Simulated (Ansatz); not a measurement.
# Ge: properties at the relaxed cell

The task here is to estimate one member of a computed series from the others.

Program: Ansatz 0.2.0. Level of theory: DFT PBEsol, scalar-relativistic, plane waves, PAW. These are calculated values, not measurements.

1 further run of the same task is left out (set aside as unsound or not needed).

## The system as given

It takes space group I4_1/amd (No. 141, tetragonal). Conventional cell: a = 5.126 Å, b = 5.126 Å, c = 2.793 Å, α = 90.00°, β = 90.00°, γ = 90.00°. Around Ge (site symmetry -4m2) lie 6 Ge at 2.66 to 2.79 Å.

As a file:

```cif
data_structure
_symmetry_space_group_name_H-M 'I4_1/amd:1'
_symmetry_Int_Tables_number 141
_cell_length_a 5.1260
_cell_length_b 5.1260
_cell_length_c 2.7933
_cell_angle_alpha 90.000
_cell_angle_beta 90.000
_cell_angle_gamma 90.000
_cell_volume 73.40
loop_
_atom_site_label
_atom_site_type_symbol
_atom_site_symmetry_multiplicity
_atom_site_Wyckoff_symbol
_atom_site_fract_x
_atom_site_fract_y
_atom_site_fract_z
_atom_site_occupancy
Ge1 Ge 4 b 0.00000 0.50000 0.75000 1
```

It goes back to an entry of the Materials Project, which need not be the stable form.

It is the result of an earlier relaxation at this level (volume 18.35 Å³/atom; gap on the mesh: none (metal)).

Set-up of the first run:

Contents of input.yaml:

```yaml
crystal:
  lattice:
    - [-2.5630127539, 2.5630127539, 1.3966622733]
    - [2.5630127539, -2.5630127539, 1.3966622733]
    - [2.5630127539, 2.5630127539, -1.3966622733]
  atoms:
    - { symbol: Ge, position: [0.25, 0.75, 0.5] }
    - { symbol: Ge, position: [0.5, 0.5, 0.0] }
basis:
  ecutwfc: 420
kpoints:
  mp_grid: { grid: [16, 16, 16] }
  band_path:
    path:
      - [[0.0, 0.0, 0.0], [0.0, 0.0, 0.5], [-0.5, 0.5, 0.5], [0.0, 0.0, 0.0], [0.32423715, 0.32423715, -0.32423715]]
      - [[-0.32423715, 0.67576285, 0.32423715], [-0.5, 0.5, 0.5]]
      - [[0.0, 0.0, 0.5], [0.25, 0.25, 0.25], [0.0, 0.5, 0.0], [0.0, 0.0, 0.0]]
    npoints: 14
hamiltonian:
  xc: pbesol
scf:
  occupations: { method: gaussian, width: 0.1 }
  n_extra_bands: 6
output:
  forces: true
  stress: true
  eigenvalues: true
  populations: true
  dos: { projected: true, de: 0.02, nscf_kmesh: { grid: [24, 24, 24] } }
  bader: true
  write_density: true
  write_potential: true
  elf: true
  volumetric_format: npy
```

On the command line:

```bash
ansatz run input.yaml --threads 1 --pin off --max-ram 2560MiB --backend cpu --events-out ev --progress --plain --runs-dir out
```

Among the steps run: Static run: bands, density of states and charges; The cell scaled to 0.97 of its volume; The cell scaled to 1.03 of its volume; Point at V/V0 = 0.94; Volume × 1.06.

One table of the session follows, with a row left open; its other results are not shown here.

It belongs to the step «Fit of the equation of state». 

| volume (Å³/atom) | energy above the lowest point (meV/atom) | pressure (GPa) |
| --- | --- | --- |
| 17.248 | 18.5 | 5.68 |
| 17.799 | ? | ? |
| 18.349 | 0.0 | 0.00 |
| 18.900 | 3.9 | -2.21 |
| 19.450 | 14.9 | -4.06 |

**Question.** Estimate the row for volume (Å³/atom) = 17.799.

Worked estimate for «energy above the lowest point (meV/atom)». A straight line through the neighbours (17.248, 18.5) and (18.349, 0.0) gives 18.5 + (0.0 − 18.5) × (17.799 − 17.248) / (18.349 − 17.248) = 9.2; a parabola fitted to 3 rows on both sides gives 4.9.

The run gave: energy above the lowest point (meV/atom): 4.4; pressure (GPa): 2.61. In «energy above the lowest point (meV/atom)» the line misses by +4.8 and the parabola by +0.5.
